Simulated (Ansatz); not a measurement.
# CoO: the cost of one run

Computed with Ansatz 0.2.0 (DFT PBE, scalar-relativistic, unless a step's input says otherwise).

## Step 1: The structure to begin with

It takes space group Fm-3m (No. 225, cubic). The conventional cell has a = 4.263 Å, b = 4.263 Å, c = 4.263 Å, α = 90.00°, β = 90.00°, γ = 90.00°. Co (site symmetry m-3m) has 6 O at 2.13 Å as nearest neighbours. Around O (site symmetry m-3m) lie 6 Co at 2.13 Å.

Structure file:

```cif
data_structure
_symmetry_space_group_name_H-M 'P 1'
_symmetry_Int_Tables_number 1
_cell_length_a 3.0144
_cell_length_b 3.0144
_cell_length_c 3.0144
_cell_angle_alpha 60.000
_cell_angle_beta 60.000
_cell_angle_gamma 60.000
_cell_volume 19.37
loop_
_atom_site_label
_atom_site_type_symbol
_atom_site_fract_x
_atom_site_fract_y
_atom_site_fract_z
_atom_site_occupancy
Co1 Co 0.00000 0.00000 0.00000 1
O1 O 0.50000 0.50000 0.50000 1
```

Atoms are numbered in the order of the input: Co1, O2.

## Step 2: After the deformation

Space group Fm-3m before, I4/mmm after.

## Step 3: All-electron LAPW

input.yaml

```yaml
crystal:
  lattice:
    - [0.0, 2.17413, 2.1315]
    - [2.17413, 0.0, 2.1315]
    - [2.17413, 2.17413, 0.0]
  atoms:
    - { symbol: Co, position: [0.0, 0.0, 0.0], spin: 2.0 }
    - { symbol: O, position: [0.5, 0.5, 0.5] }
magnetization:
  spin_polarized: true
kpoints:
  mp_grid: { grid: [16, 16, 16] }
  band_path:
    path:
      - [0.0, 0.0, 0.0]
      - [0.0, 0.5, 0.5]
      - [0.25, 0.75, 0.5]
      - [0.0, 0.5, 0.0]
      - [0.0, 0.0, 0.0]
      - [0.5, 0.5, 0.0]
      - [0.38005, 0.61995, 0.0]
      - [-0.38005, 0.38005, 0.0]
      - [0.0, 0.0, 0.0]
    npoints: 5
scf:
  occupations: { method: fermi_dirac, width: 0.05 }
hamiltonian:
  xc: pbe
  pseudopotentials: { kind: all_electron, lapw: { basis_error: 0.0005 } }
output:
  forces: true
  stress: true
  eigenvalues: true
```

The run is started by

```
> ansatz run input.yaml --threads 1 --pin off --max-ram 3072MiB --backend cpu --events-out ev --progress --plain --runs-dir out
```

Q: Estimate wall time and peak memory on 1 thread of Intel Xeon 6975P-C (Granite Rapids), shared host.

About 95 s, with a peak of 1.2 GiB.
